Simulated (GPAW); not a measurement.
## TlS (GaSe-type monolayer): G0W0 on several meshes in GPAW

Wanted: mesh dependence and cost of G0W0 for TlS (GaSe-type monolayer).

Calculated with GPAW 26.7.0; LDA and many-body steps on it, plane waves.

## Step 1: The structure

The cell holds 4 atoms: 2 Tl and 2 S. Cell: a = 3.899 Å, b = 3.899 Å, c = 15.900 Å, α = 90.0°, β = 90.0°, γ = 120.0°. Vacuum lies along c.

Structure file:

```xyz
4
Lattice="3.8989 0.0000 0.0000 -1.9495 3.3765 0.0000 0.0000 0.0000 15.9000" Properties=species:S:1:pos:R:3
Tl    0.0000    2.2510    9.3390
Tl    0.0000    2.2510    6.5610
S     1.9495    1.1255   10.5586
S     1.9495    1.1255    5.3414
```

The structure was relaxed with LDA. The runs that relaxed it are not among those shown. Spin-orbit coupling is left out unless a step names it.

## Step 2: Empty states on the mesh, 6×6×1 mesh, 350 bands

This step: GPAW 26.7.0; DFT, LDA, plane waves, PAW.

The sums over transitions need many empty states on a uniform mesh; this step solves for them.

run.py reads:

```python
import json
import numpy as np
from gpaw.mpi import world
from gpaw import GPAW

calc = GPAW('gs.gpw').fixed_density(kpts={'size': (6, 6, 1), 'gamma': True},
    parallel={'domain': 1, 'band': 1},
    txt='nscf.txt')
calc.diagonalize_full_hamiltonian(nbands=350)
calc.write('full.gpw', mode='all')
res = {}
kpts = calc.get_ibz_k_points()
res['kpts'] = kpts
res['eigenvalues'] = [calc.get_eigenvalues(kpt=k) for k in range(len(kpts))]
res['n_electrons'] = calc.get_number_of_electrons()

if world.rank == 0:
    with open('result.json', 'w') as f:
        json.dump(res, f, default=lambda x: x.tolist())
```

Launch:

```bash
> mpirun -n 7 gpaw python run.py
```

Numbers of over 12 decimals in the logs are rounded to 6 here.

Output:

```text
Diagonalizing LCAO Hamiltonian
Converting LCAO to pw mode
convergence criteria:
- Maximum integral of absolute [eigenst]ate change: 4e-08 eV^2 / valence electron
maximum number of iterations: 100

SCF iterations
|iter     |     time |      energy | eigst |  dens |
|iter:   1|  |             | +0.59 |       |
|iter:   2|  |             | -0.84 |       |
|iter:   3|  |             | -1.54 |       |
[...]
|iter:  11|  |             | -6.71 |       |
|iter:  12|  |             | -7.22 |       |
|iter:  13|  |             | -7.81c|       |
SCF steps: 13
  __  _  _
 | _ |_)|_||  |
 |__||  | ||/\| - 26.7.0

Input parameters:
  mode=PW(ecut=450.000000),
  convergence={'density': 1e-06, 'bands': -3},
  gpts=array([20, 20, 80]),
  kpts=MonkhorstPack(size=(6, 6, 1), gamma=True),
  maxiter=100,
  nbands=27,
  occupations=Occupations(name='fermi-dirac', width=0.001, fixmagmom=False),
  parallel={'domain': 1, 'band': 1},
  xc=XC(name='LDA')
Matrix size: 4579x4579
# Writing to full.gpw (mode='all')
  [... matrices ...]

timing:  # [seconds]
  Total: 111.064  # ━━━━━━━━━━━━━━━━━━━━━━━━━━━━━━━━━━━━━━━━━━━━━━━━━━━━━━━━━
```

Wall time 2 min (7 MPI ranks of Arm Neoverse V1, shared host); peak memory 10 GiB; 12 min of CPU time.

Numbers from this step:

```
gap                                                           : 1.018 eV
k of the valence top                                          : 0.1667, 0, 0
k of the conduction bottom                                    : 0, 0, 0
least direct gap                                              : 1.096 eV
k points computed                                             : 7
lowest point of the top converged band, above the valence top : 76.3453 eV
```

On this mesh the gap is 1.018 eV.

## Step 3: 6×6×1

Now the one-shot GW correction: screening in the RPA, then the self-energy of the levels asked for.

This step: G0W0 on LDA, plane waves, PAW.

run.py reads:

```python
import json
import numpy as np
from gpaw.mpi import world
from gpaw.response.g0w0 import G0W0

gw = G0W0('full.gpw',
    filename='gw',
    kpts=[0, 1],
    bands=(17, 21),
    ecut=24,
    nbands=55,
    truncation='2D',
    integrate_gamma='sphere',
    q0_correction=True,
    frequencies={'type': 'nonlinear', 'domega0': 0.15, 'omega2': 15.0},
    eta=0.1,
    nblocksmax=True)
gw.calculate()
res = {mode: {k: v for k, v in r.items() if k != 'sigma_eskwn'}
       for mode, r in gw.all_results.items()}

if world.rank == 0:
    with open('result.json', 'w') as f:
        json.dump(res, f, default=lambda x: x.tolist())
```

Launch:

```bash
> mpirun -n 8 gpaw python run.py
```

Output:

```text
Using integrator: PointIntegrator
NonLinearFrequencyDescriptor(from 0.000 to 32.399 eV, 115 points)
Nonperiodic BCs:  [False False  True]
Using integrator: PointIntegrator
NonLinearFrequencyDescriptor(from 0.000 to 32.399 eV, 115 points)
Nonperiodic BCs:  [False False  True]
Applying analytical 2D correction to W:
    Evaluating Gamma point contribution to W on a 25x25x1 grid
  ___  _ _ _
 |   || | | |
 | | || | | |
 |__ ||_____|
 |___|

BZ k-points: Symmetries present (total): 12

  [... matrices ...]
36 k-points: 6 x 6 x 1 Monkhorst-Pack grid + [1/12,1/12,0.000000]
7 k-points in the irreducible part of the Brillouin zone
       k-points in crystal coordinates                weights
   0:     0.00000000    0.00000000    0.00000000          1/36
   1:     0.16666667    0.00000000    0.00000000          6/36
   2:     0.33333333   -0.16666667    0.00000000          6/36
   3:     0.33333333    0.00000000    0.00000000          6/36
   4:     0.33333333    0.33333333    0.00000000          2/36
   5:     0.50000000    0.33333333    0.00000000         12/36
   6:     0.50000000    0.50000000    0.00000000          3/36

Distributing spins, k-points and bands (1 x 2 x 4) over 1 process
Number of blocks: 8

Quasi particle states:
k-points (IBZ indices): [0, 1]
Band range: (17, 21)
  [... matrices ...]
Computational parameters:
Plane wave cut-off: 24 eV
Number of bands: 55
Coulomb cutoff: 2D
Broadening: 0.1 eV

fxc modes: GW
Kernel: RPA
Using full-frequency real axis integration
Summing all q:

Calculating screened Coulomb potential
2D Coulomb truncation
NonLinearFrequencyDescriptor(from 0.000 to 32.399 eV, 115 points)
Removing empty qpoint cache files...

Calculating chi0 body with:
    Ground state adapter containing:
    Number of spins: 1
    Number of kpoints: 36
    Number of irreducible kpoints: 7
    Number of completely occupied states: 19
    Number of partially occupied states: 19
    Occupied states memory: 9.27734375 M / cpu

    Linear response parametrization:
    q_c: [1.3877787807814457e-17, 1.3877787807814457e-17, 0.0]
    Number of frequency points: 115
    Planewave cutoff: 24.0
    Number of bands: 55
    Number of planewaves: 67
    Broadening (eta): 0.1
    comm.size: 8
    kncomm.size: 1
    blockcomm.size: 8

    Memory estimate of potentially large arrays:
        chi0_wGG: 0.984640 M / cpu
Integrating chi0 body.

Symmetries of q_c:
    Direct symmetries (Uq -> q): 12
    Indirect symmetries (TUq -> q): 12
In total 24 allowed symmetries.

  [... matrices ...]
7 groups of equivalent kpoints. 80.555556% reduction.

Integral kind: spectral function
Integrating chi0 head and wings.

Symmetries of q_c:
    Direct symmetries (Uq -> q): 12
    Indirect symmetries (TUq -> q): 12
In total 24 allowed symmetries.

  [... matrices ...]
7 groups of equivalent kpoints. 80.555556% reduction.

Integral kind: spectral function wings

Calculating chi0 body with:
    Ground state adapter containing:
    Number of spins: 1
    Number of kpoints: 36
    Number of irreducible kpoints: 7
    Number of completely occupied states: 19
    Number of partially occupied states: 19
[... the further q-points ...]

Results:
f:      Occupation numbers
eps:     KS-eigenvalues [eV]
vxc:     KS vxc [eV]
exx:     Exact exchange [eV]
sigma:   Self-energies [eV]
dsigma:  Self-energy derivatives
Z:       Renormalization factors
qp:      QP-energies [eV]

k-point 0 (0): (0.000, 0.000, 0.000)                GW
band       f     eps     vxc     exx   sigma  dsigma       Z      qp
                                                                   GW
  17   1.000  -1.522 -16.868 -19.045   2.505  -0.373   0.728  -1.283
  18   1.000  -1.209 -14.538 -16.376   1.937  -0.372   0.729  -1.137
  19   0.000  -0.113 -14.812 -11.716  -1.236  -0.319   0.758   1.298
  20   0.000   1.689 -13.048  -8.775  -2.257  -0.280   0.782   3.264

k-point 1 (1): (0.167, 0.000, 0.000)                GW
band       f     eps     vxc     exx   sigma  dsigma       Z      qp
                                                                   GW
  17   1.000  -1.782 -16.606 -18.904   2.575  -0.384   0.722  -1.583
  18   1.000  -1.131 -14.814 -16.640   2.003  -0.367   0.731  -1.001
  19   0.000   0.707 -15.929 -12.374  -1.384  -0.336   0.749   2.333
  20   0.000   2.497 -13.324  -8.803  -2.400  -0.308   0.764   4.119
```

It took 68 s on 8 MPI ranks; peak memory 2.8 GiB; 5.5 min of CPU time.

This step gave:

* G0W0 gap on the points computed: 2.299 eV
* least direct G0W0 gap on the computed points: 2.434 eV
* Z at the valence top: 0.7313
* Z at the conduction bottom: 0.7582
* starting gap on the mesh: 1.018 eV
* k of the valence top: 0.1667, 0, 0
* k of the conduction bottom: 0, 0, 0

The gap on the mesh goes from 1.02 eV to 2.30 eV, a correction of +1.28 eV.

## Step 4: Empty states on the mesh, 9×9×1 mesh, 65 bands

This step: DFT, LDA, plane waves, PAW.

run.py reads:

```python
import json
import numpy as np
from gpaw.mpi import world
from gpaw import GPAW

calc = GPAW('gs.gpw').fixed_density(kpts={'size': (9, 9, 1), 'gamma': True},
    nbands=75,
    convergence={'bands': 65},
    txt='nscf.txt')
calc.write('full.gpw', mode='all')
res = {}
kpts = calc.get_ibz_k_points()
res['kpts'] = kpts
res['eigenvalues'] = [calc.get_eigenvalues(kpt=k) for k in range(len(kpts))]
res['n_electrons'] = calc.get_number_of_electrons()

if world.rank == 0:
    with open('result.json', 'w') as f:
        json.dump(res, f, default=lambda x: x.tolist())
```

Launch:

```bash
> mpirun -n 8 gpaw python run.py
```

Output:

```text
Diagonalizing LCAO Hamiltonian
Converting LCAO to pw mode
convergence criteria:
- Maximum integral of absolute [eigenst]ate change: 4e-08 eV^2 / valence electron
maximum number of iterations: 100

SCF iterations
|iter     |     time |      energy | eigst |  dens |
|iter:   1|  |             | +3.42 |       |
|iter:   2|  |             | +2.09 |       |
|iter:   3|  |             | +1.12 |       |
[...]
|iter:  16|  |             | -6.97 |       |
|iter:  17|  |             | -7.27 |       |
|iter:  18|  |             | -7.73c|       |
SCF steps: 18
  __  _  _
 | _ |_)|_||  |
 |__||  | ||/\| - 26.7.0

Input parameters:
  mode=PW(ecut=450.000000),
  convergence={'bands': 65},
  gpts=array([20, 20, 80]),
  kpts=MonkhorstPack(size=(9, 9, 1), gamma=True),
  maxiter=100,
  nbands=75,
  occupations=Occupations(name='fermi-dirac', width=0.001, fixmagmom=False),
  parallel={},
  xc=XC(name='LDA')
# Writing to full.gpw (mode='all')
  [... matrices ...]

timing:  # [seconds]
  Total: 0.154  # ━━━━━━━━━━━━━━━━━━━━━━━━━━━━━━━━━━━━━━━━━━━━━━━━━━━━━━━━━━━
```

Elapsed: 31 s, on 8 MPI ranks; peak memory 1.5 GiB; 3.8 min of CPU time.

Numbers from this step:

```yaml
gap: 1.021 eV
k_of_the_valence_top: 0.2222, -0.1111, 0
k_of_the_conduction_bottom: 0, 0, 0
least_direct_gap: 1.096 eV
k_points_computed: 12
lowest_point_of_the_top_converged_band_above_the_valence_top: 20.93 eV
```

On this mesh the gap is 1.021 eV.

## Step 5: 9×9×1

This step: G0W0 on LDA, plane waves, PAW.

run.py reads:

```python
import json
import numpy as np
from gpaw.mpi import world
from gpaw.response.g0w0 import G0W0

gw = G0W0('full.gpw',
    filename='gw',
    kpts=[0, 2],
    bands=(17, 21),
    ecut=24,
    nbands=55,
    truncation='2D',
    integrate_gamma='sphere',
    q0_correction=True,
    frequencies={'type': 'nonlinear', 'domega0': 0.15, 'omega2': 15.0},
    eta=0.1,
    nblocksmax=True)
gw.calculate()
res = {mode: {k: v for k, v in r.items() if k != 'sigma_eskwn'}
       for mode, r in gw.all_results.items()}

if world.rank == 0:
    with open('result.json', 'w') as f:
        json.dump(res, f, default=lambda x: x.tolist())
```

Launch:

```bash
> mpirun -n 8 gpaw python run.py
```

Output:

```text
Using integrator: PointIntegrator
NonLinearFrequencyDescriptor(from 0.000 to 32.399 eV, 115 points)
Nonperiodic BCs:  [False False  True]
Using integrator: PointIntegrator
NonLinearFrequencyDescriptor(from 0.000 to 32.399 eV, 115 points)
Nonperiodic BCs:  [False False  True]
Applying analytical 2D correction to W:
    Evaluating Gamma point contribution to W on a 17x17x1 grid
  ___  _ _ _
 |   || | | |
 | | || | | |
 |__ ||_____|
 |___|

BZ k-points: Symmetries present (total): 12

  [... matrices ...]
81 k-points: 9 x 9 x 1 Monkhorst-Pack grid
12 k-points in the irreducible part of the Brillouin zone
       k-points in crystal coordinates                weights
   0:     0.00000000    0.00000000    0.00000000          1/81
   1:     0.11111111    0.00000000    0.00000000          6/81
   2:     0.22222222   -0.11111111    0.00000000          6/81
[...]
9:     0.44444444    0.00000000    0.00000000          6/81
          ...
  11:     0.44444444    0.44444444    0.00000000          6/81

Distributing spins, k-points and bands (1 x 2 x 4) over 2 processes
Number of blocks: 4

Quasi particle states:
k-points (IBZ indices): [0, 2]
Band range: (17, 21)
  [... matrices ...]
Computational parameters:
Plane wave cut-off: 24 eV
Number of bands: 55
Coulomb cutoff: 2D
Broadening: 0.1 eV

fxc modes: GW
Kernel: RPA
Using full-frequency real axis integration
Summing all q:

Calculating screened Coulomb potential
2D Coulomb truncation
NonLinearFrequencyDescriptor(from 0.000 to 32.399 eV, 115 points)
Removing empty qpoint cache files...

Calculating chi0 body with:
    Ground state adapter containing:
    Number of spins: 1
    Number of kpoints: 81
    Number of irreducible kpoints: 12
    Number of completely occupied states: 19
[...]
q_c: [0.0, 0.0, 0.0]
    Number of frequency points: 115
    Planewave cutoff: 24.0
    Number of bands: 55
    Number of planewaves: 67
    Broadening (eta): 0.1
    comm.size: 8
    kncomm.size: 2
    blockcomm.size: 4

    Memory estimate of potentially large arrays:
        chi0_wGG: 1.969280 M / cpu
Integrating chi0 body.

Symmetries of q_c:
    Direct symmetries (Uq -> q): 12
    Indirect symmetries (TUq -> q): 12
In total 24 allowed symmetries.

  [... matrices ...]
12 groups of equivalent kpoints. 85.185185% reduction.

Integral kind: spectral function
Integrating chi0 head and wings.

Symmetries of q_c:
    Direct symmetries (Uq -> q): 12
    Indirect symmetries (TUq -> q): 12
In total 24 allowed symmetries.

  [... matrices ...]
12 groups of equivalent kpoints. 85.185185% reduction.

Integral kind: spectral function wings

Calculating chi0 body with:
    Ground state adapter containing:
    Number of spins: 1
    Number of kpoints: 81
    Number of irreducible kpoints: 12
    Number of completely occupied states: 19
    Number of partially occupied states: 19
    Occupied states memory: 9.27734375 M / cpu

[... the further q-points ...]

Results:
f:      Occupation numbers
eps:     KS-eigenvalues [eV]
vxc:     KS vxc [eV]
exx:     Exact exchange [eV]
sigma:   Self-energies [eV]
dsigma:  Self-energy derivatives
Z:       Renormalization factors
qp:      QP-energies [eV]

k-point 0 (0): (0.000, 0.000, 0.000)                GW
band       f     eps     vxc     exx   sigma  dsigma       Z      qp
                                                                   GW
  17   1.000  -1.522 -16.868 -18.998   2.440  -0.369   0.730  -1.295
  18   1.000  -1.209 -14.538 -16.388   1.966  -0.369   0.731  -1.124
  19   0.000  -0.113 -14.812 -11.787  -1.175  -0.308   0.765   1.302
[...]
k-point 1 (2): (0.222, -0.111, 0.000)                GW
band       f     eps     vxc     exx   sigma  dsigma       Z      qp
                                                                   GW
[...]
19   0.000   0.862 -16.156 -12.472  -1.435  -0.327   0.754   2.557
  20   0.000   2.780 -13.871  -9.251  -2.407  -0.317   0.759   4.460
```

Run time: 2.4 min. Hardware: 8 MPI ranks; peak memory 3.5 GiB; 9.8 min of CPU time.

This step gave:

| Property | Result |
| --- | --- |
| G0W0 gap on the points computed | 2.292 eV |
| least direct G0W0 gap on the computed points | 2.426 eV |
| Z at the valence top | 0.7378 |
| Z at the conduction bottom | 0.7646 |
| starting gap on the mesh | 1.021 eV |
| k of the valence top | 0.2222, -0.1111, 0 |
| k of the conduction bottom | 0, 0, 0 |

Against G0W0 in GPAW (6×6×1 mesh, 55 bands, screening to 24 eV, full frequency, Hilbert transform), the gap moves by −0.007 eV.

## Step 6: The runs together

Times are wall times on 8 MPI ranks of Arm Neoverse V1, shared host, good to a factor of about two.

```
  run   mesh  bands  screening cutoff (eV)  DFT gap (eV)  gap on the mesh (eV)  direct (eV)     time
6×6×1  6×6×1     55                     24         1.018                 2.299        2.434     68 s
9×9×1  9×9×1     55                     24         1.021                 2.292        2.426  2.4 min
```

## Step 7: What came out

```
6×6×1        : 2.299 eV
9×9×1        : 2.292 eV
known limits : not at the basis limit; no spin-orbit coupling
```

What this shows: 9×9×1: −0.007 eV against 6×6×1. Bands and cutoff are finite, so the gap is not at the basis limit. The miss can reach some tenths of an eV and take either sign; the mesh is an error of its own. These stock PAW sets were not made for GW. In the G0W0 runs levels were corrected at 2 k points alone, so a gap called «on the mesh» is the least over those, and an edge elsewhere would be missed. Mesh or cutoff lie under what a gap needs, so these runs test behaviour and cost; their gaps are not to be quoted. Where an edge is built on 6p states of lead, bismuth or thallium, scalar-relativistic gaps usually stand too wide, by a few tenths to over one eV. The many-body steps are scalar-relativistic: spin-orbit coupling is not in them.

[Paths, hosts, dates, memory and timing lines, banners, echoed tables and standing remarks are left out of the program output.]

[Logs are printed without paths, hosts, clocks, repeated set-up lines and the standing remarks that a program may print on its own settings, such as how far it seeks lower states.]

[Runs of the session that timed out or met a known fault of the program may be left out.]

[Hosts, paths, dates, database ids (printed as entryN), source tags and the programs' standing remarks are cut or masked in the printed files.]
